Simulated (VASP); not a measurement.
A run of VASP 6.6.1 is set up as follows.

run.py

```python
from ase.calculators.vasp import Vasp
from ase.dft.bandgap import bandgap
from ase.io import read

atoms = read('MgSe.xyz')
calc = Vasp(
    directory='calc',
    xc='pbesol',
    pp='PBE',
    setups='recommended',
    prec='Accurate',
    encut=520,
    ediff=1e-06,
    ismear=0,
    sigma=0.1,
    lreal=False,
    lasph=True,
    nelm=80,
    algo='Fast',
    isif=2,
    lwave=False,
    lcharg=False,
    kpts=[8, 8, 8],
    gamma=True,
    nbands=11,
)
atoms.calc = calc

print('energy (eV):', atoms.get_potential_energy())
print('free energy (eV):', atoms.get_potential_energy(force_consistent=True))
print('forces (eV/A):')
print(atoms.get_forces())
print('stress (eV/A^3, Voigt):', atoms.get_stress())
print('Fermi level (eV):', calc.get_fermi_level())
gap, top, bottom = bandgap(calc)
print('band gap (eV):', gap, 'from (spin, k, band)', top, 'to', bottom)
```

File MgSe.xyz:

```xyz
2
Lattice="0.0000000000 2.7255000000 2.7255000000 2.7255000000 0.0000000000 2.7255000000 2.7255000000 2.7255000000 0.0000000000" Properties=species:S:1:pos:R:3 pbc="T T T"
Se     2.7255000000      2.7255000000      2.7255000000
Mg     0.0000000000      0.0000000000      0.0000000000
```

Potentials or basis: VASP PAW PBE potentials, release 64 (Se, Mg).

The run is started by

```bash
$ python run.py
```

(1) Estimate the pressure.

(2) Predict the band gap on the k mesh.

## Answers

(1) -0.1 GPa.

(2) 1.76 eV, indirect (least direct gap 2.50 eV).

Caveat: the PAW data sets were made with another functional, which shifts forces and pressure a little.
